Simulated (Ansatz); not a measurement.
# Chalcopyrite CuInS₂

Method: HISS (PAW; Ansatz, a first-principles code).

Settings: plane-wave cutoff 460 eV, 6×6×6 k mesh, Fermi–Dirac smearing 0.01 eV, no spin polarisation, scalar-relativistic PAW data made under PBE.

Cell: measured lattice: a = b = 5.523 Å, c = 11.133 Å, α = β = γ = 90.00°.

For chalcopyrite CuInS₂, the band gap is 1.88 eV (on the SCF k mesh).

Measured, for comparison: band gap 1.55 eV (temperature not stated, no zero-point or thermal correction, direct or pseudo-direct at Γ; as tabulated in Ghosh et al. (2024), arXiv:2401.16805).

Note: cell and atoms aren't relaxed at this level (largest force component 0.16 eV/Å).

Spin–orbit coupling is not included.

Computed values are for the static lattice.
